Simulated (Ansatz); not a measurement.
Runs of Ansatz 0.2.0 on TiC. It takes space group Fm-3m (No. 225, cubic). The conventional cell has a = 4.331 Å, b = 4.331 Å, c = 4.331 Å, α = 90.00°, β = 90.00°, γ = 90.00°. Ti (site symmetry m-3m) has 6 C at 2.17 Å as nearest neighbours. C (site symmetry m-3m) has 6 Ti at 2.17 Å as nearest neighbours. The cell is a database's computed one.

```tsv
task	level	U	k mesh	cutoff (eV)	smearing	basis error allowed	mesh quality	gap on the mesh (eV)	pressure (GPa)
single point	PBE	-	11 × 11 × 11	313	gaussian 0.03 eV	0.001 eV/atom	not flagged	none	0.2
single point	PBE	-	7 × 7 × 7	274	fermi-dirac 0.03 eV	0.003 eV/atom	coarse	none	0.3
density of states	PBEsol+U	Ti d U = 6 eV	11 × 11 × 11	312	fermi-dirac 0.05 eV	0.001 eV/atom	not flagged	none	(a)
single point	PBE	-	6 × 6 × 6	274	fermi-dirac 0.02 eV	0.003 eV/atom	coarse	none	0.2
```

Alike in all rows: potentials or basis all-electron LAPW, scalar-relativistic; no spin polarisation; cell as given.

**Question.** Fill in the values left out.

**Answer.** (a) 4.4.

Caveats: some runs use coarse meshes; the k mesh is thin for a metal, which can move the energy by tens of meV per atom (some runs); U is the effective U less J, on atomic orbitals that reach past the spheres (some runs); U without spin polarisation on a metal has little footing (some runs); the U is typed as a test and isn't derived for this compound (some runs).

A k mesh can miss the band edges.

A gap of «none» marks a metal or a gap under the smearing width.

Not every run made on this cell is shown here.
